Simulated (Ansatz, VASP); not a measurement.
# Ga: VASP beside Ansatz

```
CELL_PARAMETERS angstrom
-2.99241 2.99241 2.99241
2.99241 -2.99241 2.99241
2.99241 2.99241 -2.99241
ATOMIC_POSITIONS crystal
Ga 0.25000 0.12500 0.87500
Ga 0.12500 0.87500 0.25000
Ga 0.75000 0.37500 0.62500
Ga 0.87500 0.25000 0.12500
Ga 0.62500 0.75000 0.37500
Ga 0.37500 0.62500 0.75000
```

Alike in both runs: task relaxation of cell and atoms; functional PBE; k mesh 8 × 8 × 8; occupations gaussian, width 0.1 eV; no spin polarisation.

```csv
,VASP,Ansatz
version,VASP 6.6.1,Ansatz 0.2.0
potentials or method,"VASP PAW PBE potentials, release 64 (Ga_d)","scalar-relativistic, plane waves, PAW"
plane-wave cutoff (eV),600,420
valence electrons in the cell,78,78
```

VASP gave:

- gap on the k mesh at the Fermi level, each at its own relaxed structure (eV): none
- relaxed volume (Å³/atom): 18.97
- relaxed cell length with the largest relative difference (Å): 5.288
- energy change over the relaxation (meV/atom): -11

Task: What did Ansatz give for the same quantities?

Result: gap on the k mesh at the Fermi level, each at its own relaxed structure (eV): none; relaxed volume (Å³/atom): 18.95; relaxed cell length with the largest relative difference (Å): 5.286; energy change over the relaxation (meV/atom): -10.

A gap of «none» marks a metal or a gap that the smearing closes.
